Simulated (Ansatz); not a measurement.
# Pb in Ansatz: the effect of functional

Pb:

```
Pb
1.0
    -1.95290    1.95290    1.95290
     1.95290   -1.95290    1.95290
     1.95290    1.95290   -1.95290
Pb
1
Direct
  0.00000 0.00000 0.00000
```

This isn't the form of Pb at room conditions, which is fcc.

The cell isn't the ideal one: volume scaled by 0.96.

Alike in all runs:

| Property | Result |
| --- | --- |
| Program | Ansatz 0.2.0 |
| Task | single point |
| Potentials or basis | Ansatz PAW |
| k mesh | 9 × 9 × 9 |
| Occupations | fermi-dirac, width 0.05 eV |
| Spin | no spin polarisation |

```tsv
functional	cutoff	pressure (GPa)
LDA	420 eV (not typed: the program's choice for these potentials)	-1.8
PBEsol	420 eV (not typed: the program's choice for these potentials)	?
r2SCAN	500 eV (not typed: the program's choice for these potentials)	1.5
```

Q: What does the run with functional PBEsol give?

A: Pressure -0.2 GPa.

Caveats: the PAW data sets come from PBE, with cores solved anew for the run's functional, which leaves a small shift of forces and pressure.
